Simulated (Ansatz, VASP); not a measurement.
# Cross-check of SrO between VASP and Ansatz

Wanted: the spread between two codes on one cell, functional and k mesh.

Program: Ansatz 0.2.0. Level of theory: plane waves, with VASP 6.6.1 beside it; band structure at r2SCAN-EpsX with an exact-exchange share of 0.262 and band structure at PBE-EpsX with an exact-exchange share of 0.262. Results are calculated unless marked as measured.

The database entry behind the starting cell differs from later determinations by our own check (about 0.5 % short), so it need not match the best structure at ambient conditions.

**1. The structure**

The structure is cubic, space group Fm-3m (No. 225). Conventional cell: a = 5.133 Å, b = 5.133 Å, c = 5.133 Å, α = 90.00°, β = 90.00°, γ = 90.00°. Nearest to Sr lie 6 O at 2.57 Å. Nearest to O lie 6 Sr at 2.57 Å. Farther neighbours and most contacts between anions are not listed.

**2. VASP: band structure, r2SCAN-EpsX with an exact-exchange share of 0.262**

Levels along a path test the potential and the projectors away from the mesh points.

Lines of VASP's logs that name or quote its potential files are left out, and so is its time.

The run reads the wave functions of an earlier VASP run, which isn't shown here.

The input, INCAR:

```
SYSTEM = SrO
PREC = Accurate
ENCUT = 520
EDIFF = 1E-06
NELM = 100
ISMEAR = 0
SIGMA = 0.02
LREAL = .FALSE.
ALGO = Normal
LHFCALC = .TRUE.
AEXX = 0.262
METAGGA = R2SCAN
LASPH = .TRUE.
NBANDS = 14
PRECFOCK = Fast
HFRCUT = -1
LORBIT = 11
LWAVE = .FALSE.
LCHARG = .FALSE.
KPAR = 4
```

The input, POSCAR:

```
SrO
1.0
    0.0000000000      2.5663000000      2.5663000000
    2.5663000000      0.0000000000      2.5663000000
    2.5663000000      2.5663000000      0.0000000000
Sr O
1 1
Direct
    0.5000000000      0.5000000000      0.5000000000
    0.0000000000      0.0000000000      0.0000000000
```

The input, KPOINTS:

```
Automatic mesh
0
Gamma
5 5 5
0 0 0
```

The input, KPOINTS_OPT:

```
Line mode
6
Line-mode
Reciprocal
  0.00000000   0.00000000   0.00000000 GAMMA
  0.50000000   0.00000000   0.50000000 X

  0.50000000   0.00000000   0.50000000 X
  0.50000000   0.25000000   0.75000000 W

  0.50000000   0.25000000   0.75000000 W
  0.37500000   0.37500000   0.75000000 K

  0.37500000   0.37500000   0.75000000 K
  0.00000000   0.00000000   0.00000000 GAMMA

  0.00000000   0.00000000   0.00000000 GAMMA
  0.50000000   0.50000000   0.50000000 L

  0.50000000   0.50000000   0.50000000 L
  0.62500000   0.25000000   0.62500000 U

  0.62500000   0.25000000   0.62500000 U
  0.50000000   0.25000000   0.75000000 W

  0.50000000   0.25000000   0.75000000 W
  0.50000000   0.50000000   0.50000000 L

  0.50000000   0.50000000   0.50000000 L
  0.37500000   0.37500000   0.75000000 K

  0.62500000   0.25000000   0.62500000 U
  0.50000000   0.00000000   0.50000000 X
```

The projector-augmented-wave data sets are Sr_sv and O (PBE family, release 64).

Command:

```console
$ mpirun -np 4 vasp_std
```

Numbers of over 12 decimals in the logs are rounded to 6 here.

What it wrote:

```text
[banner, memory and clock lines left out]
running    4 mpi-ranks, on    1 nodes
 distrk:  each k-point on    1 cores,    4 groups
 distr:  one band on    1 cores,    1 groups

 POSCAR found type information on POSCAR SrO
 POSCAR found :  2 types and       2 ions
|                                                                             |
|               ----> ADVICE to this user running VASP <----                  |
|                                                                             |
|     You enforced a specific xc type in the INCAR file but a different       |
|     [... a line on the potential file left out ...]
|     I HOPE YOU KNOW WHAT YOU ARE DOING!                                     |
|                                                                             |

 LDA part: xc-table for (None), standard interpolation
 found WAVECAR, reading the header
 POSCAR, INCAR and KPOINTS ok, starting setup
 FFT: planning ... GRIDC
 FFT: planning ... GRID_SOFT
 FFT: planning ... GRID
 HFRCUT set to (new)   10.029006
 reading WAVECAR
 the WAVECAR file was read successfully
 initial charge from wavefunction
 entering main loop
       N       E                     dE             d eps       ncg     rms          rms(c)
DAV:   1    -0.261042874231E+02   -0.26104E+02   -0.57427E-01   280   0.974E+00    0.397E+00
DAV:   2    -0.260997948045E+02    0.44926E-02   -0.62059E-02   352   0.238E+00    0.210E+00
DAV:   3    -0.260976777190E+02    0.21171E-02   -0.12130E-02   322   0.105E+00    0.103E+00
DAV:   4    -0.260973136339E+02    0.36409E-03   -0.13822E-03   304   0.357E-01    0.594E-01
DAV:   5    -0.260969842580E+02    0.32938E-03   -0.84926E-04   322   0.259E-01    0.388E-01
DAV:   6    -0.260969706398E+02    0.13618E-04   -0.14254E-04   404   0.114E-01    0.246E-01
DAV:   7    -0.260969542276E+02    0.16412E-04   -0.22699E-05   420   0.539E-02    0.140E-01
DAV:   8    -0.260969550714E+02   -0.84381E-06   -0.84953E-06   322   0.320E-02
   1 F= -.26096955E+02 E0= -.26096955E+02  d E =-.520167E-14
 Start KPOINTS_OPT (optional k-point list driver)
k-point batch [1-10\60]
       N       E                     dE             ncg
DAV:   1    -0.106352655293E+04   -0.56578E+04      280
DAV:   2    -0.192897590155E+04   -0.86545E+03      354
DAV:   3    -0.199522603649E+04   -0.66250E+02      464
DAV:   4    -0.199640530222E+04   -0.11793E+01      342
DAV:   5    -0.199642026789E+04   -0.14966E-01      444
DAV:   6    -0.199642054955E+04   -0.28166E-03      370
DAV:   7    -0.199642055169E+04   -0.21445E-05      312
DAV:   8    -0.199642055177E+04   -0.75357E-07      212
[...]
k-point batch [51-60\60]
       N       E                     dE             ncg
DAV:   1    -0.114775776510E+04   -0.73535E+04      280
DAV:   2    -0.196768326385E+04   -0.81993E+03      384
DAV:   3    -0.202022579246E+04   -0.52543E+02      426
DAV:   4    -0.202133653743E+04   -0.11107E+01      402
DAV:   5    -0.202136175163E+04   -0.25214E-01      454
DAV:   6    -0.202136212383E+04   -0.37219E-03      400
DAV:   7    -0.202136212645E+04   -0.26248E-05      320
DAV:   8    -0.202136212652E+04   -0.71421E-07      266
```

OUTCAR, selected parts (step 2):

```text
ion  position               nearest neighbor table
   1  0.500  0.500  0.500-   2 2.57   2 2.57   2 2.57   2 2.57   2 2.57   2 2.57
   2  0.000  0.000  0.000-   1 2.57   1 2.57   1 2.57   1 2.57   1 2.57   1 2.57

  LATTYP: Found a face centered cubic cell.
 ALAT       =     5.1326000000

 Subroutine GETGRP returns: Found 48 space group operations
 (whereof 48 operations were pure point group operations)

The static configuration has the point symmetry O_h .

 Found     10 irreducible k-points:

   k-points           NKPTS =     10   k-points in BZ     NKDIM =    125   number of bands    NBANDS=     14

   dimension x,y,z NGX =    28 NGY =   28 NGZ =   28
   dimension x,y,z NGXF=    56 NGYF=   56 NGZF=   56

   ENCUT  =  520.0 eV  38.22 Ry    6.18 a.u.   6.75  6.75  6.75*2*pi/ulx,y,z

   NELECT =      16.0000    total number of electrons

 k-points in reciprocal lattice and weights: Automatic mesh
   0.00000000  0.00000000  0.00000000       0.008
   0.20000000  0.00000000  0.00000000       0.064
   0.40000000  0.00000000  0.00000000       0.064
   0.20000000  0.20000000  0.00000000       0.048
   0.40000000  0.20000000  0.00000000       0.192
  -0.40000000  0.20000000  0.00000000       0.192
  -0.20000000  0.20000000  0.00000000       0.096
   0.40000000  0.40000000  0.00000000       0.048
  -0.40000000  0.40000000  0.00000000       0.096
  -0.40000000  0.40000000  0.20000000       0.192

  exchange ACFDT corr.  =         0.00000000  see jH, gK, PRB 81, 115126

 average (electrostatic) potential at core
       1 -34.5932       2 -66.0520

 E-fermi :   0.0331

 k-point     1 :       0.0000    0.0000    0.0000
  band No.  band energies     occupation
    ...
      4     -15.0277      2.00000
      5     -15.0277      2.00000
      6      -0.0662      2.00000
      7      -0.0662      2.00000
      8      -0.0662      2.00000
      9       6.6847      0.00000
     10       9.0806      0.00000
     11       9.0806      0.00000
     12       9.0806      0.00000
     13      11.4755      0.00000
    ...

 k-point     2 :       0.2000    0.0000    0.0000
  band No.  band energies     occupation
    ...
      4     -15.0551      2.00000
      5     -14.6298      2.00000
      6      -1.0250      2.00000
      7      -0.5390      2.00000
      8      -0.5390      2.00000
      9       8.3029      0.00000
     10       8.7975      0.00000
     11       9.9026      0.00000
     12       9.9026      0.00000
     13      12.5461      0.00000
    ...

 k-point     3 :       0.4000    0.0000    0.0000
  band No.  band energies     occupation
    ...
      4     -15.0974      2.00000
      5     -14.1847      2.00000
      6      -2.1843      2.00000
      7      -1.1918      2.00000
      8      -1.1918      2.00000
      9       9.2509      0.00000
     10      10.7904      0.00000
     11      11.6396      0.00000
     12      11.6396      0.00000
     13      14.7370      0.00000
    ...

  energy-cutoff  :      520.00
  volume of cell :       33.80
      direct lattice vectors                 reciprocal lattice vectors
     0.000000000  2.566300000  2.566300000    -0.194833028  0.194833028  0.194833028
     2.566300000  0.000000000  2.566300000     0.194833028 -0.194833028  0.194833028
     2.566300000  2.566300000  0.000000000     0.194833028  0.194833028 -0.194833028

 POSITION                                       TOTAL-FORCE (eV/Angst)
 -----------------------------------------------------------------------------------
      2.56630      2.56630      2.56630        -0.000000      0.000000     -0.000000
      0.00000      0.00000      0.00000         0.000000      0.000000      0.000000
 -----------------------------------------------------------------------------------
    total drift:                               -0.000000     -0.000000     -0.000000

  FREE ENERGIE OF THE ION-ELECTRON SYSTEM (eV)
  ---------------------------------------------------
  free  energy   TOTEN  =       -26.0969550714 eV

  energy  without entropy=      -26.0969550714  energy(sigma->0) =      -26.09695507

 total charge
# of ion       s       p       d       tot
------------------------------------------
    1        2.013   5.926   0.218   8.157
    2        1.557   3.475   0.000   5.033
--------------------------------------------------
tot          3.570   9.401   0.218  13.189

[... 3 further parts left out ...]
```

The k-mesh is coarse for unscreened exact exchange, which converges slowly with it.

**3. Ansatz: band structure, r2SCAN-EpsX with an exact-exchange share of 0.262**

Ansatz runs on its default PAW (the set named soft_2) files.

The same cell, functional, mesh and smearing now go to Ansatz, which takes its cutoff from its data sets.

The input, input.yaml:

```yaml
crystal:
  lattice:
    - [0.0, 2.5663, 2.5663]
    - [2.5663, 0.0, 2.5663]
    - [2.5663, 2.5663, 0.0]
  atoms:
    - { symbol: Sr, position: [0.5, 0.5, 0.5] }
    - { symbol: O, position: [0.0, 0.0, 0.0] }
hamiltonian:
  xc: { exchange: r2scan, correlation: r2scan, exx: { coeff: 0.262 } }
  pseudopotentials: { kind: paw }
kpoints:
  mp_grid: { grid: [5, 5, 5] }
  band_path:
    path:
      - [0.0, 0.0, 0.0]
      - [0.5, 0.0, 0.5]
      - [0.5, 0.2, 0.7]
      - [0.4, 0.35, 0.75]
      - [0.15, 0.15, 0.3]
      - [0.2, 0.2, 0.2]
      - [0.55, 0.4, 0.55]
      - [0.6, 0.25, 0.65]
      - [0.5, 0.25, 0.75]
      - [0.5, 0.5, 0.5]
      - [0.375, 0.375, 0.75]
      - [0.5, 0.0, 0.5]
    npoints: 1
scf:
  occupations: { method: gaussian, width: 0.02 }
  n_extra_bands: 7
output:
  forces: true
  stress: true
  eigenvalues: true
```

Command:

```console
$ ansatz run input.yaml --threads 4 --pin off --max-ram 9216MiB --backend cpu --events-out ev --progress --plain --runs-dir out
```

What it wrote:

```text
Warning: output.stress: scf.convergence.dr2_threshold = 1e-7 eV (the SCF's general default) is looser than the 2e-10 eV advised for a printed stress (1e-10 eV for each atom of the cell: 2). What an SCF threshold leaves in a stress goes as its square root, and in the free energy as the threshold itself, and one threshold admits the most on a small cell: [figures from the program's tests cut] Set scf.convergence.dr2_threshold to 2e-10 eV or tighter. The threshold is an SCF's pass mark: one that does not reach it within its budget of iterations ends unconverged, or closes short of it on a stop that the run arms, and scf.convergence.dr2_threshold's page says what that costs each kind of run
Warning: output.stress: scf.exx.energy_threshold = 1e-6 eV is looser than the 2e-8 eV advised for a stress under a hybrid functional (1e-8 eV for each atom of the cell: 2). Every SCF of the exchange loop can meet its threshold on dr2 while the loop round them stops early: no threshold on dr2 bounds what that leaves in the stress. Set scf.exx.energy_threshold to 2e-8 eV or tighter. The threshold is the loop's pass mark: a loop that does not reach it within its budget of cycles ends unconverged, and scf.exx.energy_threshold's page has the law
scf.n_extra_bands = 7 over 8 filled bands (N_el = 16.0): the run solves 15 bands
Engine: ansatz 0.2.0, x86_64-unknown-linux-gnu
Pseudopotentials: kind: paw
Pseudopotential: Sr, paw, valence charge 10, recommended cutoff 500 eV (meta_gga), Sr.paw.azcp
Pseudopotential: O, paw, valence charge 6, recommended cutoff 500 eV (meta_gga), O.paw.azcp
Functional definition: unnamed
  parameter a_1 = 0.262
  exchange = (1 - a_1)*r2scan_x + a_1*exact_x
  correlation = r2scan_c
Crystal: 2 atoms, lattice volume = 33.803 Å³
Basis set: ecut = 500 eV, 869 PW (Γ), exchange–correlation on 108×108×108 points (64 copies of the dense FFT grid, shifted against one another)
Bands: 15, of which v1, the nominal top of the filled ones, is band 8 counted from 1 (7 counted from 0)
Symmetry: 48 space group operations
Space group: Fm-3m (ITA 225), of the structure as read, at distance tolerance 3.2e-5 Å
k-points: 10 of 125
Non-local potential: Sr, projectors of the file, l = 0: 3, l = 1: 2, l = 2: 2
Non-local potential: O, projectors of the file, l = 0: 2, l = 1: 2, l = 2: 1
PAW form: soft (Blöchl's): semilocal exchange-correlation on the pseudo side does not see the compensation charge
PAW frozen core: Sr, regenerated for the run's functional, and the local potential with it (the file was generated under x = pbe(κ = 0.804, μ = 0.219515), c = pbe(β = 0.066725))
PAW frozen core: O, regenerated for the run's functional, and the local potential with it (the file was generated under x = pbe(κ = 0.804, μ = 0.219515), c = pbe(β = 0.066725))
PAW one-centre angular grid: Sr, 302 points (default); XC on 160 Gauss nodes
PAW one-centre angular grid: O, 302 points (default); XC on 160 Gauss nodes
Initial density: superposition of atomic densities (neutral atoms: chi_scale 0, normalization atom), corrected by the library's trained network
Initial wavefunctions: pseudopotential atomic-orbital guess
Functional: x = r2scan, c = r2scan; τ floored in thin density (d = 2e-4 eV/Å³), warm-up for x = 0.738 r2scan + 0.262 exact, c = r2scan; τ floored in thin density (d = 2e-4 eV/Å³)
SCF iter   1: F=—  HF=-4126.971431 eV  |F-HF|=—  |Δ(HF+E_count)|=         —  Δρ=8.34e-3  dr2=3.13e-2  dr2_τ=5.66e-2  ethr=1.77e-3  ⟨swp⟩=8.0  Hψ=783  notcnv=0
preconditioner: auto → none  [insulator: Δε(μ)=4.227 eV  Ē_g=19.429 eV  σ=0.020 eV  W_gap=1.00  n_scr=8 (ndim 8)  ℏωp=23.9 eV  f_vac=0.000  D(μ)=0.00/eV (n_scr^D=0)]
SCF iter   2: F=—  HF=-4127.054931 eV  |F-HF|=—  |Δ(HF+E_count)|=   8.35e-2  Δρ=7.99e-3  dr2=1.17e-2  dr2_τ=3.17e-3  ethr=1.96e-4  ⟨swp⟩=3.9  Hψ=444  notcnv=0  defer=2
iter 3 solved again at ethr=6.39e-6 eV; its pass at ethr=7.33e-5 eV (dr2=1.02e-3 eV) is discarded
SCF iter   3: F=-4127.052269 eV  HF=-4127.052557 eV  |F-HF|=2.88e-4  |Δ(HF+E_count)|=   2.37e-3  Δρ=2.33e-3  dr2=1.02e-3  dr2_τ=1.17e-4  ethr=6.39e-6  ⟨swp⟩=2.0  Hψ=575  notcnv=0
SCF 1 stopped early in 3 iterations: F = -4127.052269 eV  dr2 = 1.02e-3
  greatest PAW one-centre occupation: 0.988 electrons in one spin orbital (limit 2), on the Sr atom at site 0 (counted from 0), in its partial waves of l = 0
Initial density: handed on by an earlier stage of this run
Initial wavefunctions: those handed on with the density
Functional: x = 0.738 r2scan + 0.262 exact, c = r2scan; τ floored in thin density (d = 2e-4 eV/Å³)
Frozen-core exchange: fock
SCF iter   1: F=—  HF=-4126.320507 eV  |F-HF|=—  |Δ(HF+E_count)|=         —  Δρ=6.75e-3  dr2=2.28e-2  dr2_τ=6.55e-4  ethr=6.40e-5  ⟨swp⟩=4.8  Hψ=564  notcnv=0
preconditioner: auto → none  [insulator: Δε(μ)=6.300 eV  Ē_g=22.222 eV  σ=0.020 eV  W_gap=1.00  n_scr=8 (ndim 8)  ℏωp=23.9 eV  f_vac=0.000  D(μ)=0.00/eV (n_scr^D=0)]
SCF iter   2: F=—  HF=-4126.313300 eV  |F-HF|=—  |Δ(HF+E_count)|=   7.21e-3  Δρ=2.02e-3  dr2=1.59e-3  dr2_τ=1.17e-4  ethr=6.40e-5  ⟨swp⟩=3.0  Hψ=374  notcnv=0
SCF iter   3: F=—  HF=-4126.316161 eV  |F-HF|=—  |Δ(HF+E_count)|=   2.86e-3  Δρ=5.86e-4  dr2=1.67e-4  dr2_τ=2.47e-6  ethr=6.71e-6  ⟨swp⟩=3.1  Hψ=334  notcnv=0
SCF iter   4: F=—  HF=-4126.316123 eV  |F-HF|=—  |Δ(HF+E_count)|=   3.82e-5  Δρ=1.41e-4  dr2=7.96e-6  dr2_τ=5.55e-7  ethr=7.39e-7  ⟨swp⟩=2.4  Hψ=238  notcnv=0
SCF iter   5: F=—  HF=-4126.316169 eV  |F-HF|=—  |Δ(HF+E_count)|=   4.65e-5  Δρ=1.87e-4  dr2=8.15e-6  dr2_τ=1.02e-6  ethr=2.26e-8  ⟨swp⟩=4.0  Hψ=347  notcnv=0
SCF iter   6: F=-4126.316167 eV  HF=-4126.316167 eV  |F-HF|=5.09e-8  |Δ(HF+E_count)|=   2.16e-6  Δρ=1.91e-5  dr2=1.74e-7  dr2_τ=8.54e-9  ethr=2.26e-8  ⟨swp⟩=3.0  Hψ=272  notcnv=0
SCF 2 stopped early in 6 iterations: F = -4126.316167 eV  dr2 = 1.74e-7
  greatest PAW one-centre occupation: 0.989 electrons in one spin orbital (limit 2), on the Sr atom at site 0 (counted from 0), in its partial waves of l = 0
hybrid outer 1: dexx = +3.867e-3 eV, tail = 4.63e-6 eV
Frozen-core exchange: fock
SCF iter   1: F=—  HF=-4126.316199 eV  |F-HF|=—  |Δ(HF+E_count)|=         —  Δρ=3.92e-5  dr2=2.36e-7  dr2_τ=5.89e-8  ethr=1.45e-7  ⟨swp⟩=4.4  Hψ=413  notcnv=0
preconditioner: auto → none  [insulator: Δε(μ)=6.150 eV  Ē_g=22.168 eV  σ=0.020 eV  W_gap=1.00  n_scr=8 (ndim 8)  ℏωp=23.9 eV  f_vac=0.000  D(μ)=0.00/eV (n_scr^D=0)]
SCF iter   2: F=—  HF=-4126.316199 eV  |F-HF|=—  |Δ(HF+E_count)|=   1.73e-8  Δρ=1.53e-5  dr2=2.28e-8  dr2_τ=3.54e-9  ethr=1.23e-9  ⟨swp⟩=3.1  Hψ=293  notcnv=0
SCF iter   3: F=-4126.316199 eV  HF=-4126.316199 eV  |F-HF|=1.28e-9  |Δ(HF+E_count)|=  7.38e-10  Δρ=3.70e-6  dr2=7.51e-9  dr2_τ=3.21e-9  ethr=1.12e-10  ⟨swp⟩=3.0  Hψ=279  notcnv=0
SCF 3 converged in 3 iterations: F = -4126.316199 eV  dr2 = 7.51e-9
  Residual-converged pass: ⟨swp⟩=3.6  Hψ=296  notcnv=0  max |occ|·‖R‖ = 2.0e-6 eV (tolerance 2.4e-6 eV)  dr2=7.61e-9  dr2_τ=3.40e-9  dr2_onsite=7.78e-10  max |Δocc| = 0.0e0
hybrid outer 2: dexx = +6.994e-8 eV, tail = 2.52e-8 eV, Δε = 7.79e-4 eV (about 6.24e-5 eV left of the loop's levels)
NSCF: frozen V_eff on 12 k-points
hybrid SCF converged: 2 outer / 9 inner (+3 warm-up), last move |dexx| = 6.99e-8 eV, tail = 2.52e-8 eV
Stability not checked: this state was not tested for a lower state beside it, because the functional holds exact exchange (a hybrid, or Hartree-Fock), whose exchange loop this test does not read (fock_operator; see scf.lower_state_search)
Free energy (F): -4126.316200 eV
Frozen-core exchange: fock
Harris-Foulkes:  -4126.316200 eV  (|F-HF|=1.28e-9)
Internal energy: -4126.316200 eV  (E = F + TS)
E sigma→0 (E₀):  -4126.316200 eV
Fermi energy:    9.306338 eV
--- Per-component energies (eV) ---
  E_band       = -100.282126
  E_kinetic    = 425.118472
  E_local      = -861.468598  (includes V_loc(G=0)·N_el)
  E_nonlocal   = 247.985856
  E_hartree    = 234.582242
  E_xc         = -182.309588
  E_vxc        = -214.543071  (∫ρ·V_xc dr)
  E_exx        = -52.105804  (= α·E_x^exact, valence–valence)
  E_paw        = -2879.493712  (= ΣΔE_a)
  E_vpaw       = -72.720209  (= ΣTr[D̂ρ^β])
  E_aug_tail   = 0.001014  (compensation charges beyond the density's cutoff)
  E_vtau       = 10.392163  (kinetic-family band-sum trace: ∫τ·v_τ [+ j·A + Jᵃ·Aᵃ] dr)
  E_ewald      = -1058.117221
  E_core_change = -0.508863  (= ΣΔE_core)
  E_smearing   = -0.000000  (= −TS)
  E_closure    = 0.000001  (closes the sum)
  Σ components = -4126.316200   (vs F -4126.316200, Δ=0.00e0)
--- Forces (eV/Å), atoms counted from 1 ---
  atom   1  Sr    -0.00000000     0.00000000     0.00000000
  atom   2  O     -0.00000000     0.00000000     0.00000000
  max |Σ_I F_I| component: 3.09e-30 eV/Å
--- Stress (GPa, compression-positive) ---
        0.177730       0.000000      -0.000000
        0.000000       0.177730       0.000000
       -0.000000       0.000000       0.177730
  P = ⅓ Tr σ = 0.1777 GPa (1.777 kbar)
--- Band table (eV; the first three rows and the last of 10) ---
  k-point 0: bands = [... 4 lower, -8.5681, 6.2313, 6.2313, 6.2313, 12.9985, 15.4442, 15.4442, 15.4442, ... 3 higher]
  k-point 1: bands = [... 4 lower, -8.1934, 5.2845, 5.7725, 5.7725, 14.6143, 15.1340, 16.2601, 16.2601, ... 3 higher]
  k-point 2: bands = [... 4 lower, -7.7679, 4.1399, 5.1330, 5.1330, 15.5865, 17.0771, 18.0026, 18.0026, ... 3 higher]
  k-point 9: bands = [... 4 lower, -8.2234, 4.9895, 5.5005, 5.8436, 14.3477, 16.2454, 18.2508, 19.9668, ... 3 higher]
```

Wall time 11 s (4 threads of Intel Xeon 6975P-C (Granite Rapids), shared host); peak memory 0.87 GiB.

[end of part 1 of 2]

[Lines on the potential files, build, host, timing and source positions are cut from VASP's logs without a mark.]

[Logs are printed without paths, hosts, clocks, repeated set-up lines and the standing remarks that a program may print on its own settings, such as how far it seeks lower states.]

[Hosts, paths, dates, database ids (printed as entryN), source tags and the programs' standing remarks are cut or masked in the printed files.]
